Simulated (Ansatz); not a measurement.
**CO: core levels**

Where do the core levels of CO lie? The cell is a COD entry. Planned: a relaxation, then core holes.

Program: Ansatz 0.2.0. Level of theory: DFT, PBE, plane-wave PAW, default files, scalar-relativistic. These are calculated values, not measurements.

### Step 1. Starting point

The structure is cubic, space group P2_13 (No. 198). Conventional cell: a = 5.630 Å, b = 5.630 Å, c = 5.630 Å, α = 90.00°, β = 90.00°, γ = 90.00°. Around C (site symmetry 3) lie 1 O at 1.06 Å. O (site symmetry 3) is surrounded by 1 C at 1.06 Å.

Coordinates:

```
CELL_PARAMETERS angstrom
5.63000 0.00000 0.00000
0.00000 5.63000 0.00000
0.00000 0.00000 5.63000
ATOMIC_POSITIONS crystal
C 0.95800 0.95800 0.95800
C 0.54200 0.04200 0.45800
C 0.45800 0.54200 0.04200
C 0.04200 0.45800 0.54200
O 0.06700 0.06700 0.06700
O 0.43300 0.93300 0.56700
O 0.56700 0.43300 0.93300
O 0.93300 0.56700 0.43300
```

### Step 2. Relaxing the atoms in the given cell

Input file input.yaml:

```yaml
crystal:
  lattice:
    - [5.63, 0.0, 0.0]
    - [0.0, 5.63, 0.0]
    - [0.0, 0.0, 5.63]
  atoms:
    - { symbol: C, position: [0.958, 0.958, 0.958] }
    - { symbol: C, position: [0.542, 0.042, 0.458] }
    - { symbol: C, position: [0.458, 0.542, 0.042] }
    - { symbol: C, position: [0.042, 0.458, 0.542] }
    - { symbol: O, position: [0.067, 0.067, 0.067] }
    - { symbol: O, position: [0.433, 0.933, 0.567] }
    - { symbol: O, position: [0.567, 0.433, 0.933] }
    - { symbol: O, position: [0.933, 0.567, 0.433] }
kpoints:
  mp_grid: { grid: [5, 5, 5] }
scf:
  occupations: { method: fermi_dirac, width: 0.05 }
hamiltonian:
  xc: pbe
  pseudopotentials: { kind: paw }
output:
  forces: true
  stress: true
  populations: true
  efg: { quadrupole_moments_barn: { O: -0.02558 }, contact_densities: true }
relax:
  f_tol: 0.02
  max_steps: 60
```

Launch:

```sh
ansatz run input.yaml --threads 1 --pin off --max-ram 2560MiB --backend cpu --events-out ev --progress --plain --runs-dir out
```

The log of the run:

```text
Warning: output.stress: scf.convergence.dr2_threshold = 1e-7 eV (the SCF's general default) is looser than the 8e-10 eV advised for a printed stress (1e-10 eV for each atom of the cell: 8). What an SCF threshold leaves in a stress goes as its square root, and in the free energy as the threshold itself, and one threshold admits the most on a small cell: of the crystals measured, under no hybrid functional and no lock of the moments, on runs that ended without the residual-converged pass, on stresses that held no estimate of that error, the worst erred by over 100 MPa in a component at 1e-7 eV an atom and by under 5 at 1e-10. Every solve of this run answers to scf.convergence.dr2_threshold, and the tensor of one is reported: a single SCF on the reported geometry and on this run's grids (its basis.xc_grid and basis.ecutrho_ratio typed), with scf.convergence.dr2_threshold at 8e-10 eV or tighter, prints it and tightens no other solve. Else set scf.convergence.dr2_threshold to 8e-10 eV or tighter. The threshold is an SCF's pass mark: one that does not reach it within its budget of iterations ends unconverged, or closes short of it on a stop that the run arms, and scf.convergence.dr2_threshold's page says what that costs each kind of run
Warning: RAYON_NUM_THREADS=1 ignored (pool sized by the plan → 1); use --threads N
Engine: ansatz 0.2.0, x86_64-unknown-linux-gnu
Pseudopotentials: kind: paw
Pseudopotential: C, paw, valence charge 4, recommended cutoff 420 eV (normal), C.paw.azcp
Pseudopotential: O, paw, valence charge 6, recommended cutoff 420 eV (normal), O.paw.azcp
Functional definition: PBE
  parameter kappa = 0.804
  parameter beta = 0.06672455060314922
  exchange = pbe_x(kappa = kappa, mu = beta*pi^2/3)
  correlation = pbe_c(beta = beta)
Crystal: 8 atoms, lattice volume = 178.454 Å³
Basis set: ecut = 420 eV, 3431 PW (Γ), exchange–correlation on 80×80×80 points (8 copies of the dense FFT grid, shifted against one another)
Bands: 28, of which v1, the nominal top of the filled ones, is band 20 counted from 1 (19 counted from 0)
Symmetry: 12 space group operations
Space group: P213 (ITA 198), of the structure as read, at distance tolerance 5.6e-5 Å
k-points: 11 of 125 (time reversal used)
Non-local potential: C, projectors of the file, l = 0: 2, l = 1: 2, l = 2: 1
Non-local potential: O, projectors of the file, l = 0: 2, l = 1: 2, l = 2: 1
PAW form: soft (Blöchl's): semilocal exchange-correlation on the pseudo side does not see the compensation charge
PAW one-centre angular grid: C, 110 points (default); XC on 64 Gauss nodes
PAW one-centre angular grid: O, 110 points (default); XC on 64 Gauss nodes
Initial density: superposition of atomic densities (neutral atoms: chi_scale 0, normalization atom), corrected by the library's trained network
Initial wavefunctions: pseudopotential atomic-orbital guess
Functional: x = pbe(κ = 0.804, μ = 0.2195149727645171), c = pbe(β = 0.06672455060314922)
SCF iter   1: F=—  HF=-3265.131378 eV  |F-HF|=—  |Δ(HF+E_count)|=         —  Δρ=1.35e-2  dr2=2.69e-1  ethr=1.77e-3  ⟨swp⟩=6.6  Hψ=1499  notcnv=0
preconditioner: auto → Resta (q_TF=auto, 2.126 Å⁻¹)  ε∞=3.2  [insulator: Δε(μ)=6.474 eV  Ē_g=10.625 eV  σ=0.050 eV  W_gap=1.00  n_scr=26 (ndim 8)  ℏωp=15.7 eV  f_vac=0.217  D(μ)=0.00/eV (n_scr^D=0)  ε∞_Penn≈3.2]
SCF iter   2: F=—  HF=-3265.097373 eV  |F-HF|=—  |Δ(HF+E_count)|=   3.40e-2  Δρ=5.82e-3  dr2=3.93e-2  ethr=6.72e-4  ⟨swp⟩=2.0  Hψ=628  notcnv=0  defer=32
SCF iter   3: F=—  HF=-3265.094583 eV  |F-HF|=—  |Δ(HF+E_count)|=   2.79e-3  Δρ=2.46e-3  dr2=7.78e-3  ethr=9.82e-5  ⟨swp⟩=2.0  Hψ=464  notcnv=0  defer=32
SCF iter   4: F=—  HF=-3265.097194 eV  |F-HF|=—  |Δ(HF+E_count)|=   2.61e-3  Δρ=4.17e-4  dr2=2.52e-4  ethr=1.94e-5  ⟨swp⟩=2.0  Hψ=478  notcnv=0  defer=32
SCF iter   5: F=—  HF=-3265.097383 eV  |F-HF|=—  |Δ(HF+E_count)|=   1.89e-4  Δρ=1.01e-4  dr2=2.45e-5  ethr=6.29e-7  ⟨swp⟩=3.0  Hψ=478  notcnv=0  defer=32
SCF iter   6: F=-3265.097394 eV  HF=-3265.097395 eV  |F-HF|=1.12e-6  |Δ(HF+E_count)|=   1.19e-5  Δρ=4.68e-5  dr2=2.68e-6  ethr=2.50e-8  ⟨swp⟩=4.0  Hψ=968  notcnv=0
SCF 1 converged in 6 iterations: F = -3265.097394 eV  dr2 = 2.68e-6
relax step   1: F+E_penalty+E_count = -3265.09739374 eV  Δ(F+E_penalty+E_count) = +0.000e0 eV  max|allowed force component| = 6.123e0 eV/Å  Δτ_max = 0.0000 Å  (6 SCF iters, dr2 threshold 1.00e-5 eV, accepted)
Initial density: handed on by an earlier stage of this run
Initial wavefunctions: those handed on with the density
iter 1 solved again at ethr=1.55e-3 eV; its pass at ethr=3.10e-3 eV (dr2=6.21e-1 eV) is discarded
SCF iter   1: F=—  HF=-3266.663278 eV  |F-HF|=—  |Δ(HF+E_count)|=         —  Δρ=2.39e-2  dr2=6.14e-1  ethr=1.55e-3  ⟨swp⟩=1.0  Hψ=1291  notcnv=0  defer=32
preconditioner: auto → Resta (q_TF=auto, 2.126 Å⁻¹)  ε∞=3.6  [insulator: Δε(μ)=5.862 eV  Ē_g=9.669 eV  σ=0.050 eV  W_gap=1.00  n_scr=26 (ndim 8)  ℏωp=15.7 eV  f_vac=0.210  D(μ)=0.00/eV (n_scr^D=0)  ε∞_Penn≈3.6]
SCF iter   2: F=—  HF=-3266.513651 eV  |F-HF|=—  |Δ(HF+E_count)|=   1.50e-1  Δρ=1.09e-2  dr2=9.41e-2  ethr=1.53e-3  ⟨swp⟩=2.4  Hψ=495  notcnv=0  defer=32
SCF iter   3: F=—  HF=-3266.501156 eV  |F-HF|=—  |Δ(HF+E_count)|=   1.25e-2  Δρ=6.22e-3  dr2=5.05e-2  ethr=2.35e-4  ⟨swp⟩=2.0  Hψ=560  notcnv=0  defer=32
SCF iter   4: F=—  HF=-3266.490616 eV  |F-HF|=—  |Δ(HF+E_count)|=   1.05e-2  Δρ=1.26e-3  dr2=9.38e-4  ethr=1.26e-4  ⟨swp⟩=3.0  Hψ=672  notcnv=0  defer=32
SCF iter   5: F=—  HF=-3266.490770 eV  |F-HF|=—  |Δ(HF+E_count)|=   1.55e-4  Δρ=2.17e-4  dr2=6.90e-5  ethr=2.34e-6  ⟨swp⟩=2.0  Hψ=474  notcnv=0  defer=32
SCF iter   6: F=-3266.490774 eV  HF=-3266.490772 eV  |F-HF|=2.37e-6  |Δ(HF+E_count)|=   1.29e-6  Δρ=4.84e-5  dr2=5.42e-6  ethr=1.72e-7  ⟨swp⟩=4.0  Hψ=968  notcnv=0
SCF 2 converged in 6 iterations: F = -3266.490774 eV  dr2 = 5.42e-6
relax step   2: F+E_penalty+E_count = -3266.49077401 eV  Δ(F+E_penalty+E_count) = -1.393e0 eV  max|allowed force component| = 2.021e-1 eV/Å  Δτ_max = 0.0898 Å  (6 SCF iters, dr2 threshold 1.00e-4 eV, accepted)
iter 1 solved again at ethr=3.37e-4 eV; its pass at ethr=3.10e-3 eV (dr2=1.35e-1 eV) is discarded
SCF iter   1: F=—  HF=-3266.510594 eV  |F-HF|=—  |Δ(HF+E_count)|=         —  Δρ=1.76e-2  dr2=1.42e-1  ethr=3.37e-4  ⟨swp⟩=1.0  Hψ=1275  notcnv=0  defer=29
preconditioner: auto → Resta (q_TF=auto, 2.126 Å⁻¹)  ε∞=3.6  [insulator: Δε(μ)=6.035 eV  Ē_g=9.724 eV  σ=0.050 eV  W_gap=1.00  n_scr=26 (ndim 8)  ℏωp=15.7 eV  f_vac=0.209  D(μ)=0.00/eV (n_scr^D=0)  ε∞_Penn≈3.6]
SCF iter   2: F=—  HF=-3266.495701 eV  |F-HF|=—  |Δ(HF+E_count)|=   1.49e-2  Δρ=8.71e-3  dr2=3.56e-2  ethr=3.37e-4  ⟨swp⟩=3.0  Hψ=558  notcnv=0  defer=29
SCF iter   3: F=—  HF=-3266.494342 eV  |F-HF|=—  |Δ(HF+E_count)|=   1.36e-3  Δρ=3.88e-3  dr2=1.16e-2  ethr=8.89e-5  ⟨swp⟩=2.0  Hψ=474  notcnv=0  defer=29
SCF iter   4: F=—  HF=-3266.492954 eV  |F-HF|=—  |Δ(HF+E_count)|=   1.39e-3  Δρ=3.35e-4  dr2=1.22e-4  ethr=2.90e-5  ⟨swp⟩=2.1  Hψ=423  notcnv=0  defer=29
SCF iter   5: F=—  HF=-3266.492964 eV  |F-HF|=—  |Δ(HF+E_count)|=   1.00e-5  Δρ=8.29e-5  dr2=1.26e-5  ethr=3.05e-7  ⟨swp⟩=2.1  Hψ=383  notcnv=0  defer=29
SCF iter   6: F=-3266.492971 eV  HF=-3266.492970 eV  |F-HF|=8.32e-7  |Δ(HF+E_count)|=   5.66e-6  Δρ=1.96e-5  dr2=8.60e-7  ethr=6.38e-9  ⟨swp⟩=4.4  Hψ=1007  notcnv=0
SCF 3 converged in 6 iterations: F = -3266.492971 eV  dr2 = 8.60e-7
relax step   3: F+E_penalty+E_count = -3266.49297072 eV  Δ(F+E_penalty+E_count) = -2.197e-3 eV  max|allowed force component| = 3.101e-2 eV/Å  Δτ_max = 0.0589 Å  (6 SCF iters, dr2 threshold 2.55e-6 eV, accepted)
SCF iter   1: F=—  HF=-3266.498349 eV  |F-HF|=—  |Δ(HF+E_count)|=         —  Δρ=8.46e-3  dr2=3.26e-2  ethr=8.33e-4  ⟨swp⟩=2.2  Hψ=779  notcnv=0  defer=29
preconditioner: auto → Resta (q_TF=auto, 2.126 Å⁻¹)  ε∞=3.6  [insulator: Δε(μ)=5.995 eV  Ē_g=9.690 eV  σ=0.050 eV  W_gap=1.00  n_scr=26 (ndim 8)  ℏωp=15.7 eV  f_vac=0.210  D(μ)=0.00/eV (n_scr^D=0)  ε∞_Penn≈3.6]
SCF iter   2: F=—  HF=-3266.494290 eV  |F-HF|=—  |Δ(HF+E_count)|=   4.06e-3  Δρ=4.19e-3  dr2=7.73e-3  ethr=8.15e-5  ⟨swp⟩=2.1  Hψ=576  notcnv=0  defer=29
SCF iter   3: F=—  HF=-3266.494063 eV  |F-HF|=—  |Δ(HF+E_count)|=   2.27e-4  Δρ=1.78e-3  dr2=2.41e-3  ethr=1.93e-5  ⟨swp⟩=2.7  Hψ=470  notcnv=0  defer=29
SCF iter   4: F=—  HF=-3266.493760 eV  |F-HF|=—  |Δ(HF+E_count)|=   3.03e-4  Δρ=1.72e-4  dr2=3.07e-5  ethr=6.04e-6  ⟨swp⟩=2.1  Hψ=450  notcnv=0  defer=29
SCF iter   5: F=—  HF=-3266.493568 eV  |F-HF|=—  |Δ(HF+E_count)|=   1.92e-4  Δρ=4.21e-5  dr2=3.71e-6  ethr=7.69e-8  ⟨swp⟩=2.5  Hψ=477  notcnv=0  defer=29
SCF iter   6: F=—  HF=-3266.493570 eV  |F-HF|=—  |Δ(HF+E_count)|=   1.47e-6  Δρ=8.47e-6  dr2=1.64e-7  ethr=9.28e-9  ⟨swp⟩=2.0  Hψ=383  notcnv=0  defer=29
SCF iter   7: F=-3266.493570 eV  HF=-3266.493570 eV  |F-HF|=5.17e-9  |Δ(HF+E_count)|=   2.41e-7  Δρ=2.86e-6  dr2=1.20e-8  ethr=2.50e-10  ⟨swp⟩=4.0  Hψ=968  notcnv=0
SCF 4 converged in 7 iterations: F = -3266.493570 eV  dr2 = 1.20e-8
relax step   4: F+E_penalty+E_count = -3266.49356983 eV  Δ(F+E_penalty+E_count) = -5.991e-4 eV  max|allowed force component| = 3.702e-3 eV/Å  Δτ_max = 0.0282 Å  (7 SCF iters, accepted)
NSCF: frozen V_eff on 11 k-points
the band table was solved once a step of the walk had ended and its energy, with any forces and stress, was formed, with the checks that follow a solve (1586 applications of the Hamiltonian). They found nothing against the state; the energy, forces and stress were not computed again (output.eigenvalues in the input reference)
SCF converged after 7 iterations
Free energy (F): -3266.493570 eV
Harris-Foulkes:  -3266.493570 eV  (|F-HF|=5.17e-9)
Internal energy: -3266.493570 eV  (E = F + TS)
E sigma→0 (E₀):  -3266.493570 eV
Fermi energy:    -1.210648 eV
--- Per-component energies (eV) ---
  E_band       = -426.345695
  E_kinetic    = 1013.707913
  E_local      = -3116.501440  (includes V_loc(G=0)·N_el)
  E_nonlocal   = 311.571293
  E_hartree    = 1060.319975
  E_xc         = -469.326369
  E_vxc        = -589.250438  (∫ρ·V_xc dr)
  E_paw        = -1026.791406  (= ΣΔE_a)
  E_vpaw       = -166.519648  (= ΣTr[D̂ρ^β])
  E_aug_tail   = 0.009839  (compensation charges beyond the density's cutoff)
  E_ewald      = -1039.483376
  E_smearing   = -0.000000  (= −TS)
  E_closure    = -0.000000  (closes the sum)
  Σ components = -3266.493570   (vs F -3266.493570, Δ=0.00e0)
--- Forces (eV/Å), atoms counted from 1 ---
  atom   1  C     -0.00357624    -0.00357624    -0.00357624
  atom   2  C      0.00357624     0.00357624    -0.00357624
  atom   3  C     -0.00357624     0.00357624     0.00357624
  atom   4  C      0.00357624    -0.00357624     0.00357624
  atom   5  O      0.00370160     0.00370160     0.00370160
  atom   6  O     -0.00370160    -0.00370160     0.00370160
  atom   7  O      0.00370160    -0.00370160    -0.00370160
  atom   8  O     -0.00370160     0.00370160    -0.00370160
  max |Σ_I F_I| component: 5.64e-18 eV/Å
--- Stress (GPa, compression-positive) ---
        0.617273      -0.000000       0.000000
       -0.000000       0.617273       0.000000
        0.000000      -0.000000       0.617273
  P = ⅓ Tr σ = 0.6173 GPa (6.173 kbar)
--- PAW observables at the nuclei: V_zz in 10²¹ V/m², potentials from the cell's mean, atoms counted from 1 ---
  atom   1  C  V_zz =    -9.107421   η = 0.0000   by run symmetry: allowed
            electrostatic potential = -404.767552 V   contact ρ = 875.320963 e/Å³
  atom   2  C  V_zz =    -9.107421   η = 0.0000   by run symmetry: allowed
            electrostatic potential = -404.767552 V   contact ρ = 875.320963 e/Å³
  atom   3  C  V_zz =    -9.107421   η = 0.0000   by run symmetry: allowed
            electrostatic potential = -404.767552 V   contact ρ = 875.320963 e/Å³
  atom   4  C  V_zz =    -9.107421   η = 0.0000   by run symmetry: allowed
            electrostatic potential = -404.767552 V   contact ρ = 875.320963 e/Å³
  atom   5  O  V_zz =    -6.339309   η = 0.0000   by run symmetry: allowed   C_q = +3.9210 MHz
            electrostatic potential = -611.121440 V   contact ρ = 2161.127825 e/Å³
  atom   6  O  V_zz =    -6.339309   η = 0.0000   by run symmetry: allowed   C_q = +3.9210 MHz
            electrostatic potential = -611.121440 V   contact ρ = 2161.127825 e/Å³
  atom   7  O  V_zz =    -6.339309   η = 0.0000   by run symmetry: allowed   C_q = +3.9210 MHz
            electrostatic potential = -611.121440 V   contact ρ = 2161.127825 e/Å³
  atom   8  O  V_zz =    -6.339309   η = 0.0000   by run symmetry: allowed   C_q = +3.9210 MHz
            electrostatic potential = -611.121440 V   contact ρ = 2161.127825 e/Å³
--- Band table (eV; the first three rows and the last of 11) ---
  k-point 0: bands = ["-24.7201", "-24.6597", "-24.6597", "-24.6597", "-9.6855", "-9.6855", "-9.6855", "-9.4861", "-7.4075", "-7.4075", "-7.4075", "-7.1941", "-7.1941", "-7.0444", "-7.0444", "-7.0444", "-5.3882", "-4.2571", "-4.2571", "-4.2571", "1.9954", "1.9954", "1.9954", "2.6437", "2.6437", "2.6437", "2.9862", "2.9862"]
  k-point 1: bands = ["-24.7152", "-24.6700", "-24.6589", "-24.6553", "-9.7102", "-9.6911", "-9.6427", "-9.5000", "-7.4412", "-7.4101", "-7.3592", "-7.1963", "-7.1827", "-7.0956", "-7.0803", "-7.0434", "-5.2544", "-4.3748", "-4.2492", "-4.2258", "1.8024", "1.9836", "2.3112", "2.5444", "2.6492", "2.7060", "2.9551", "3.0806"]
  k-point 2: bands = ["-24.7021", "-24.6853", "-24.6568", "-24.6550", "-9.7138", "-9.7036", "-9.5890", "-9.5372", "-7.4468", "-7.4267", "-7.2981", "-7.2218", "-7.1729", "-7.1314", "-7.1234", "-7.0771", "-4.9474", "-4.6195", "-4.2321", "-4.2213", "1.7837", "1.8893", "2.5157", "2.5274", "2.7158", "2.8589", "2.8935", "3.0852"]
  k-point 10: bands = ["-24.6826", "-24.6790", "-24.6695", "-24.6673", "-9.6860", "-9.6768", "-9.6309", "-9.6190", "-7.4491", "-7.4445", "-7.3837", "-7.3832", "-7.0620", "-7.0442", "-7.0396", "-7.0171", "-4.6022", "-4.5260", "-4.4778", "-4.4518", "2.1446", "2.2450", "2.3858", "2.4858", "2.6742", "2.7966", "2.8060", "2.9263"]
--- Relaxed structure (4 steps of the walk, 4 accepted, 0 SCFs on fresh bases) ---
  F+E_penalty+E_count = -3266.49356983 eV   max|allowed force component| = 3.702e-3 eV/Å
  atoms:
    - { symbol: C, position: [0.9627510137553783, 0.9627510137553783, 0.9627510137553783] }
    - { symbol: C, position: [0.5372489862446216, 0.037248986244621585, 0.4627510137553784] }
    - { symbol: C, position: [0.4627510137553784, 0.5372489862446216, 0.037248986244621585] }
    - { symbol: C, position: [0.037248986244621585, 0.4627510137553784, 0.5372489862446216] }
    - { symbol: O, position: [0.07910112254171957, 0.07910112254171958, 0.07910112254171958] }
    - { symbol: O, position: [0.42089887745828036, 0.9208988774582806, 0.5791011225417196] }
    - { symbol: O, position: [0.5791011225417196, 0.42089887745828036, 0.9208988774582806] }
    - { symbol: O, position: [0.9208988774582806, 0.5791011225417196, 0.42089887745828036] }
--- Löwdin populations: 8 sites ---
  site symbol       q [e]
     0      C      3.7660
     1      C      3.7660
     2      C      3.7660
     3      C      3.7660
     4      O      6.0832
     5      O      6.0832
     6      O      6.0832
     7      O      6.0832
  spilling = 0.015076 (of n_electrons = 40.000000)
```

It took 18 s on 1 thread of Intel Xeon Platinum 8488C (Sapphire Rapids), shared host; peak memory 0.47 GiB.

Relaxation path:

| step | energy change (eV) | largest force component (eV/Å) |
| --- | --- | --- |
| 1 | 0.0000 | 6.123 |
| 2 | -1.3934 | 0.202 |
| 3 | -1.3956 | 0.031 |
| 4 | -1.3962 | 0.004 |

Atom 7 and its like (O) moved farthest, 0.118 Å; the mean move was 0.082 Å.

The run ends with gap on the mesh 6.00 eV, largest force 0.006 eV/Å, pressure 0.6 GPa.

The printed gradients, by site:

| site | atoms | first shell | V_zz (10²¹ V/m²) | η | C_Q (MHz) |
| --- | --- | --- | --- | --- | --- |
| C | 1, 2, 3, 4 | 1 O at 1.13 Å | -9.11 | 0.00 | – |
| O | 5, 6, 7, 8 | 1 C at 1.13 Å | -6.34 | 0.00 | 3.92 (¹⁷O) |

C_Q = eQV_zz/h, which is 24.18 MHz for Q = 1 b and V_zz = 10²¹ V/m²; η = (V_xx − V_yy)/V_zz. Nuclear quadrupole moments: year-2017 set (Pyykkö). A dash under C_Q marks elements without a common quadrupolar isotope.

Direction of the V_zz axis (Cartesian unit vector):

| site | atom | x | y | z |
| --- | --- | --- | --- | --- |
| C | 1 | 0.58 | 0.58 | 0.58 |
| O | 5 | 0.58 | 0.58 | 0.58 |

(Part 1 of 2 ends here.)
